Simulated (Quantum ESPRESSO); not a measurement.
## BeTe in Quantum ESPRESSO: the effect of functional

Crystal: BeTe.

```
Te Be
1.0
     0.00000    2.77000    2.77000
     2.77000    0.00000    2.77000
     2.77000    2.77000    0.00000
Te Be
1 1
Direct
  0.75000 0.75000 0.75000
  0.00000 0.00000 0.00000
```

Alike in all runs:

- Program: Quantum ESPRESSO 7.5
- Task: dielectric tensor
- Cutoff: 1197 eV
- Density cutoff: 4789 eV
- k mesh: 6 × 6 × 6, shifted
- Occupations: fermi-dirac, width 0.05 eV
- Spin: no spin polarisation

Problem. One run gave: pressure 7.2 GPa; dielectric constant 7.15 mean. Which functional did it use?
A. LDA
B. PBEsol
C. BLYP
D. AM05
E. WC

Solution. C.

```csv
functional,potentials or basis,pressure (GPa),dielectric constant (mean)
LDA,PseudoDojo 0.4.1 SR LDA standard,0.6,7.47
PBEsol,PseudoDojo 0.4.1 SR PBEsol standard,2.4,7.56
WC,PseudoDojo 0.4.1 SR PBE standard,2.8,7.55
BLYP,PseudoDojo 0.4.1 SR PBE standard,7.2,7.15
AM05,PseudoDojo 0.4.1 SR PBE standard,2.9,7.48
```

Caveats: the potentials were made for another functional, which shifts forces and pressure (some runs); the cell is more than 3 GPa from zero pressure, which shifts response properties (some runs).

Runs at the PBE level aren't shown here.
